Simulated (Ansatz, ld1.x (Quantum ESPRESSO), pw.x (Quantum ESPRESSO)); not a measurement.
**titanium: one change to the TM potential, in the atom and in the bcc crystal**

ld1.x (Quantum ESPRESSO) 7.5 input, shortened:

```
&input
   title='Ti', zed=22., rel=1, dft='PBE', iswitch=3,
   config='[Ar] 3d2 4s2 4p0 4f-2'
 /
 &inputp
   pseudotype=2, tm=.true., lloc=0,
   nlcc=.false.
 /
4
4P  2  1   0.00   0.00  3.65  3.65  0.0
3D  3  2   2.00   0.00  1.95  1.95  0.0
4F  4  3  -2.00   0.05  3.40  3.40  0.0
4S  1  0   2.00   0.00  3.20  3.20  0.0
 &test
   configts(1)='3d2 4s2 4p0'
 /
```

Change: core correction a·sin(br)/r model core inside 0.76 bohr.

Cutoffs, loose and tight: the cutoffs (Ry, on a coarse ladder) from which the occupation-weighted sum of valence levels, in a spherical-Bessel basis at the reference potential, stays within 10 and 1 mRy of its value at 400 Ry. They do not see the model core or the augmentation charge, which bear on the density cutoff. Test errors are all-electron minus pseudo excitation energies from the reference, over the configurations 3d2 4s1 4p0; 3d2 4s0 4p0; 3d1 4s0 4p0; 3d2 4s1.5 4p0; 3d2.5 4s1.5 4p0; 3d1 4s2 4p1; 3d3 4s0 4p0; variants that change the core or the reference have their own tests.

Crystal test: bcc Ti in pw.x 7.5, no spin, 14³ k-points, Fermi–Dirac smearing 0.01 Ry, cutoffs set for each file from its atomic test. The reference is all-electron LAPW (Ansatz 0.2.0) with the same functional, mesh and smearing; V0 and B0 come from Birch–Murnaghan fits to the pressures at five volumes. Errors are pseudo minus all-electron; Δ is the rms difference of the E(V) curves that follow from these fits, minima aligned, over ±6 % about the mean V0. Mesh and smearing are coarse, so the numbers serve the comparison and aren't converged zero-temperature values; the lattice is a test structure that the element need not adopt.

All-electron: a0 = 3.264 Å (V0 = 17.38 Å³/atom), B0 = 104.1 GPa.

**Question.** Does the change bring the crystal closer to the all-electron result?

**Answer.** The mean pressure error goes from +6.93 to +5.00 GPa, so the change moves the solid closer to the all-electron pressures.

```tsv
quantity	base	changed
outcome (atom)	generated	generated
cutoff, loose (atom)	55 Ry	55 Ry
cutoff, tight (atom)	70 Ry	70 Ry
bound ghosts (atom)	none	none
largest test error (meV) (atom)	+194 over the solved tests; 1 of 7 tests not solved or not reliable	-348 over the solved tests; 2 of 7 tests not solved or not reliable
cutoffs in pw.x (Ry)	85/340	85/340
a0 (Å)	–	3.311
a0 error (%)	–	+1.44
B0 error (%)	–	+1.9
Δ (meV/atom)	–	17.6
mean pressure error (GPa)	+6.93	+5.00
```

A dash: not determined, or the minimum lies outside the volumes sampled.

Base: The largest radius (3.65 bohr) exceeds half the bond length (2.67 bohr), so the spheres overlap, which is one possible source of error among others. This is a poor potential for the solid. Atomic configuration tests: 1 of 7 tests not solved or not reliable. Changed file: The largest radius (3.65 bohr) exceeds half the bond length (2.67 bohr), so the spheres overlap, which is one possible source of error among others. This is a poor potential for the solid. Atomic configuration tests: 2 of 7 tests not solved or not reliable. The atomic cutoffs weigh occupied waves only.
